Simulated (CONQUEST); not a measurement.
The system is SiC (Moissanite).

```
Si C
1.0
     3.07600    0.00000    0.00000
     0.00000    5.04800    0.00000
     0.00000    0.00000    5.32779
Si C
4 4
Direct
  0.49312 0.50824 0.83088
  0.99312 0.50824 0.33088
  0.49343 0.00133 0.16720
  0.99343 0.00133 0.66720
  0.49583 0.88747 0.84341
  0.99583 0.88747 0.34341
  0.49802 0.38002 0.17107
  0.99802 0.38002 0.67107
```

The cell isn't the ideal one: atoms moved at random, drawn with an rms of 0.05 Å.

Base run:

- Program: CONQUEST 1.3
- Functional: PBE
- Potentials or basis: PseudoDojo NC PBE, DZ, grid cutoff 120 Ha
- k mesh: 6 × 4 × 4
- Occupations: fermi-dirac, width 0.05 eV
- Spin: no spin polarisation

Its results: band gap on the k mesh 2.61 eV; pressure 20.5 GPa; largest force 1.794 eV/Å.

The run is repeated on the same cell with these changes: potentials or basis from PseudoDojo NC PBE, DZ, grid cutoff 120 Ha to PseudoDojo NC PBE, DZP, multi-site functions of range 6.5 bohr, grid cutoff 120 Ha. What comes out?

Band gap on the k mesh 3.28 eV; pressure 4.4 GPa; largest force 1.461 eV/Å.

Caveats: the basis of atomic orbitals isn't converged, which shifts pressures, moduli and gaps; the atomic basis is small (some runs); the box holds several primitive cells, so bands are folded and the points are those of the box's own zone (some runs); multi-site functions contract the basis, which raises the energy a little and makes forces and stress less exact (some runs).

A k mesh can miss the band edges.
